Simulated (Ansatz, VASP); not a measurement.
# LiF in VASP and in Ansatz

Contents of INCAR:

```
ALGO = Normal
EDIFF = 1E-7
EDIFFG = -0.005
ENCUT = 600
GGA = PS
IBRION = 2
ISIF = 3
ISMEAR = 0
LASPH = True
LCHARG = False
LREAL = False
LWAVE = False
NELM = 60
NSW = 100
PREC = Accurate
SIGMA = 0.02
```

The input KPOINTS:

```
k-points
0
Gamma
  10 10 10
```

File POSCAR:

```
LiF
1.0
    0.0000000000      2.0140000000      2.0140000000
    2.0140000000      0.0000000000      2.0140000000
    2.0140000000      2.0140000000      0.0000000000
Li F
1 1
Direct
    0.0000000000      0.0000000000      0.0000000000
    0.5000000000      0.5000000000      0.5000000000
```

Input for Ansatz:

```yaml
crystal:
  lattice:
    - [0.0, 2.014, 2.014]
    - [2.014, 0.0, 2.014]
    - [2.014, 2.014, 0.0]
  atoms:
    - { symbol: Li, position: [0.0, 0.0, 0.0] }
    - { symbol: F, position: [0.5, 0.5, 0.5] }
basis:
  ecutwfc: 420
kpoints:
  mp_grid: { grid: [10, 10, 10] }
hamiltonian:
  xc: pbesol
scf:
  occupations: { method: gaussian, width: 0.02 }
output:
  forces: true
  stress: true
  eigenvalues: true
relax:
  adjacent_minimum: "off"
  f_tol: 0.005
  max_steps: 80
  cell: { stress_tol: 0.05 }
```

Alike in both runs: task relaxation of cell and atoms; functional PBEsol; k mesh 10 × 10 × 10; occupations gaussian, width 0.02 eV; no spin polarisation.

|  | VASP | Ansatz |
| --- | --- | --- |
| version | VASP 6.6.1 | Ansatz 0.2.0 |
| potentials or method | VASP PAW PBE potentials, release 64 (Li_sv, F) | scalar-relativistic, plane waves, PAW |
| plane-wave cutoff (eV) | 600 | 420 |
| valence electrons in the cell | 10 | 10 |

|  | VASP | Ansatz | Ansatz less VASP |
| --- | --- | --- | --- |
| gap on the k mesh at the Fermi level, each at its own relaxed structure (eV) | 9.13 | 9.05 | -0.078 |
| relaxed volume (Å³/atom) | 7.98 | 8.05 | +0.069 |
| relaxed cell length with the largest relative difference (Å) | 2.826 | 2.834 | +0.0081 |

Caveats: the cutoff is under 1.25 times the usual one of these potentials, so pressure, stress and relaxed cells hold a basis-set (Pulay) error (VASP); the PAW data sets were made with another functional, which shifts forces and pressure a little (VASP). A k mesh can miss the band edges.
